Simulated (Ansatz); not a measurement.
Results of PBE0 (Ansatz, a first-principles code, PAW) for zinc-blende AlSb.

Run with plane-wave cutoff 500 eV, 6×6×6 k mesh, gaussian smearing 0.02 eV, scalar-relativistic PAW data made under PBE.

The cell is the one relaxed with r²SCAN: a = b = c = 6.1780 Å, α = β = γ = 90.00°.

**Question.** Give the computed band gap.

**Answer.** 
- band gap = 2.43 eV (on the SCF k mesh)

Measured, for comparison: band gap 1.73 eV (zero-point renormalisation of 35 meV (experimental, the table's column) added back here, indirect; inputs from Miglio et al. (2020), arXiv:2011.12765).

Note: cell and atoms aren't relaxed at this level (pressure -0.3 GPa).

Spin–orbit coupling is not included; with these elements it can move the gap by several tenths of an eV or more.

Cost on a shared machine: very roughly 70 core-seconds.
